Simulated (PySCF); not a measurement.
**Isomers of C4H10O: computed energies against enthalpies of formation**

**Experimental background.**

CRC Handbook of Chemistry and Physics lists, for the gas at 298.15 K: enthalpy of formation of `CC(C)(C)O` -312.5 kJ/mol; enthalpy of formation of `CC(C)CO` -283.8 kJ/mol; enthalpy of formation of `CCCCO` -274.9 kJ/mol; enthalpy of formation of `CCOCC` (ethoxy ethane) -252.1 kJ/mol; enthalpy of formation of `COC(C)C` -252 kJ/mol; enthalpy of formation of `CCCOC` (methyl propyl ether) -238.1 kJ/mol.

How close the calculation comes is told at the end.

Differences of these values give the isomerisation enthalpies. Geometries: PBE0-D3(BJ)/def2-SVP; runs in PySCF, gas phase, with a dispersion term only where the level names one. Total electronic energies (Eh):

| SMILES | PBE0-D3(BJ)/def2-SVP |
| --- | --- |
| CC(C)(C)O | -233.23647 |
| CC(C)CO | -233.22811 |
| CCCCO | -233.22542 |
| CCOCC | -233.21916 |
| COC(C)C | -233.21774 |
| CCCOC | -233.21404 |

Geometry of `CC(C)(C)O` (Å):
```
atom  x, y, z in Å
C1    -0.9257   -1.2705   -0.2675
C2    -0.1601    0.0346   -0.0583
C3    -0.7981    1.1675   -0.8602
C4     1.3032   -0.1346   -0.4399
O5    -0.1527    0.3695    1.3210
H6    -1.9800   -1.1571    0.0359
H7    -0.9160   -1.5837   -1.3229
H8    -0.4804   -2.0726    0.3396
H9    -1.8518    1.3082   -0.5662
H10   -0.2632    2.1108   -0.6750
H11   -0.7801    0.9613   -1.9414
H12    1.4082   -0.4027   -1.5015
H13    1.7639   -0.9251    0.1705
H14    1.8523    0.8007   -0.2564
H15   -1.0682    0.4848    1.5978
```

Geometry of `CC(C)CO` (Å):
```
atom  x, y, z in Å
C1     0.2515    1.4233   -0.3985
C2     0.1579   -0.0969   -0.4022
C3     1.4527   -0.7490    0.0633
C4    -1.0145   -0.5776    0.4383
O5    -2.2047   -0.0486   -0.0839
H6     1.0383    1.7765   -1.0829
H7     0.4937    1.7972    0.6112
H8    -0.7043    1.8703   -0.7054
H9    -0.0490   -0.4257   -1.4372
H10    2.3001   -0.4383   -0.5665
H11    1.3941   -1.8484    0.0264
H12    1.6911   -0.4604    1.1010
H13   -0.8518   -0.2601    1.4908
H14   -1.0289   -1.6871    0.4366
H15   -2.9262   -0.2751    0.5090
```

Geometry of `CCCCO` (Å):
```
atom  x, y, z in Å
C1    -2.191    0.089    0.369
C2    -0.861    0.008   -0.364
C3     0.338    0.007    0.571
C4     1.666   -0.076   -0.150
O5     2.695   -0.053    0.803
H6    -2.321   -0.766    1.052
H7    -3.041    0.089   -0.331
H8    -2.257    1.006    0.975
H9    -0.776    0.855   -1.069
H10   -0.839   -0.903   -0.988
H11    0.339    0.918    1.194
H12    0.273   -0.842    1.273
H13    1.748    0.772   -0.863
H14    1.692   -1.004   -0.758
H15    3.537   -0.100    0.342
```

Geometry of `CCOCC` (Å):
```
atom  x, y, z in Å
C1    -2.0540    1.2388    0.2135
C2    -0.5496    1.1154    0.1978
O3    -0.2027   -0.2172   -0.0414
C4     1.1758   -0.4442   -0.0757
C5     1.4279   -1.9098   -0.3356
H6    -2.3582    2.2795    0.3987
H7    -2.4836    0.6030    1.0018
H8    -2.4759    0.9170   -0.7501
H9    -0.1227    1.4589    1.1644
H10   -0.1156    1.7744   -0.5845
H11    1.6504    0.1760   -0.8660
H12    1.6424   -0.1355    0.8842
H13    0.9782   -2.5240    0.4586
H14    2.5069   -2.1201   -0.3715
H15    0.9806   -2.2124   -1.2940
```

Geometry of `COC(C)C` (Å):
```
atom  x, y, z in Å
C1     1.931    0.580   -0.285
O2     0.963   -0.412   -0.400
C3    -0.230   -0.179    0.315
C4    -0.944   -1.512    0.411
C5    -1.092    0.888   -0.345
H6     2.830    0.233   -0.814
H7     2.204    0.772    0.773
H8     1.624    1.544   -0.734
H9     0.030    0.161    1.341
H10   -1.185   -1.882   -0.598
H11   -1.879   -1.420    0.982
H12   -0.300   -2.256    0.901
H13   -0.573    1.857   -0.405
H14   -1.359    0.578   -1.367
H15   -2.020    1.046    0.224
```

Geometry of `CCCOC` (Å):
```
atom  x, y, z in Å
C1    -1.976   -0.930   -0.753
C2    -0.468   -0.767   -0.834
C3     0.077    0.184    0.209
O4     1.462    0.281    0.068
C5     2.056    1.139    0.987
H6    -2.345   -1.625   -1.522
H7    -2.495    0.031   -0.900
H8    -2.288   -1.326    0.227
H9    -0.171   -0.394   -1.828
H10    0.034   -1.740   -0.707
H11   -0.189   -0.174    1.228
H12   -0.398    1.184    0.098
H13    3.139    1.146    0.798
H14    1.886    0.813    2.034
H15    1.677    2.178    0.894
```

Zero-point and thermal terms are left out, so the computed numbers are electronic energies.

## Comparison

Relative to `CC(C)(C)O`, the lowest by measurement, in kJ/mol (measured: enthalpies at 298.15 K; computed: electronic energies):

```csv
SMILES,measured,PBE0-D3(BJ)/def2-SVP
CC(C)(C)O,0.0,0.0
CC(C)CO,28.7,21.9
CCCCO,37.6,29.0
CCOCC,60.4,45.4
COC(C)C,60.5,49.2
CCCOC,74.4,58.9
```

Measured values: -312.5 kJ/mol (298.15 K; CRC Handbook of Chemistry and Physics) for the first row; the others come from the same table. Mean unsigned miss over the other isomers: PBE0-D3(BJ)/def2-SVP 11.4 kJ/mol. One conformer stands for `CC(C)CO`, `CCCCO`, `CCOCC`, `COC(C)C` and `CCCOC`, not necessarily the lowest, while the measurement averages over conformers. Where a level misses, the cause wasn't examined.
